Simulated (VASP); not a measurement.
CaF2: relaxation of cell and atoms with r2SCAN

Crystal: CaF2.

```
Ca F
1.0
     0.00000    2.73160    2.73160
     2.73160    0.00000    2.73160
     2.73160    2.73160    0.00000
Ca F
1 2
Direct
  0.00000 0.00000 0.00000
  0.25000 0.25000 0.25000
  0.75000 0.75000 0.75000
```

| Quantity | Value |
| --- | --- |
| Program | VASP 6.6.1 |
| Task | relaxation of cell and atoms |
| Functional | r2SCAN |
| Potentials or basis | VASP PAW PBE potentials, release 64 (Ca_sv, F) |
| Cutoff | 600 eV |
| k mesh | 8 × 8 × 8 |
| Occupations | gaussian, width 0.02 eV |
| Spin | no spin polarisation |
| Further INCAR settings | ALGO = Normal; EDIFF = 1e-07; IBRION = 2; EDIFFG = -0.005; NSW = 90; ISIF = 3 |

```
Relaxed volume                         : 13.48 Å³/atom
Relaxed cell                           : a = 3.853 Å, b = 3.853 Å, c = 3.853 Å, α = 60.00°, β = 60.00°, γ = 60.00°
Space group after relaxing (to 0.05 Å) : Fm-3m (No. 225)
Energy gained by relaxing              : 0.3 meV/atom
Ionic steps                            : 3
Pressure after relaxing                : 0.0 GPa
Band gap on the k mesh                 : 7.99 eV, indirect (least direct gap 8.25 eV)
```

Step by step:
| step | energy change (eV) | largest force (eV/Å) | pressure (GPa) | volume (Å³) |
| --- | --- | --- | --- | --- |
| 1 | 0.0000 | 0.0000 | -0.73 | 40.76 |
| 2 | -0.0008 | 0.0000 | 0.06 | 40.40 |
| 3 | -0.0008 | 0.0000 | 0.00 | 40.43 |

Final structure:
```yaml
crystal:
  lattice:
    - [0.00000, 2.72415, 2.72415]
    - [2.72415, 0.00000, 2.72415]
    - [2.72415, 2.72415, 0.00000]
  atoms:
    - { symbol: Ca, position: [0.00000, 0.00000, 0.00000] }
    - { symbol: F, position: [0.25000, 0.25000, 0.25000] }
    - { symbol: F, position: [0.75000, 0.75000, 0.75000] }
```

Levels at points of the mesh, in eV from the valence-band top:
| k point | band 8 | band 9 | band 10 | band 11 | band 12 | band 13 | band 14 | band 15 | band 16 |
| --- | --- | --- | --- | --- | --- | --- | --- | --- | --- |
| (0.00, 0.00, 0.00) | -2.12 | -2.12 | -0.26 | -0.26 | -0.26 | 7.99 | 10.04 | 10.04 | 12.22 |
| (0.50, 0.00, 0.00) | -1.52 | -1.28 | -1.25 | -0.84 | -0.84 | 10.23 | 10.23 | 10.71 | 11.26 |
| (0.50, 0.50, 0.00) | -1.66 | -1.66 | -0.36 | -0.36 | 0.00 | 8.78 | 10.48 | 10.97 | 11.85 |

Wall time 2.3 min on 1 thread of Intel(R) Xeon(R) Platinum 8375C CPU @ 2.90GHz (Ice Lake), on a shared host, peak memory 0.21 GiB.

Caveat: the PAW data sets were made with another functional, which shifts forces and pressure a little. r2SCAN opens gaps a little over a GGA but as a rule still falls short of measured ones.
